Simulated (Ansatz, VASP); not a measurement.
Si3C: VASP beside Ansatz

```xyz
4
Lattice="4.9479 0.0000 0.0000 -2.4740 4.2850 0.0000 0.0000 0.0000 2.4130" Properties=species:S:1:pos:R:3 pbc="T T T"
Si    2.4740    0.0000    1.2065
Si   -1.2370    2.1425    1.2065
Si    1.2370    2.1425    1.2065
C     0.0000    0.0000    1.2065
```

Alike in both runs: task relaxation of cell and atoms; functional PBE; k mesh 12 × 12 × 18; occupations gaussian, width 0.1 eV; no spin polarisation.

|  | VASP | Ansatz |
| --- | --- | --- |
| version | VASP 6.6.1 | Ansatz 0.2.0 |
| potentials or method | VASP PAW PBE potentials, release 64 (Si, C) | scalar-relativistic, plane waves, PAW |
| plane-wave cutoff (eV) | 600 | 420 |
| valence electrons in the cell | 16 | 16 |

VASP gave:

- gap on the k mesh at the Fermi level, each at its own relaxed structure (eV): none
- relaxed volume (Å³/atom): 12.71
- relaxed cell length with the largest relative difference (Å): 4.913
- energy change over the relaxation (meV/atom): -2

Task: Which values does Ansatz return?

Result: gap on the k mesh at the Fermi level, each at its own relaxed structure (eV): none; relaxed volume (Å³/atom): 12.72; relaxed cell length with the largest relative difference (Å): 4.915; energy change over the relaxation (meV/atom): -2.

A gap of «none» marks a metal or a gap that the smearing closes.
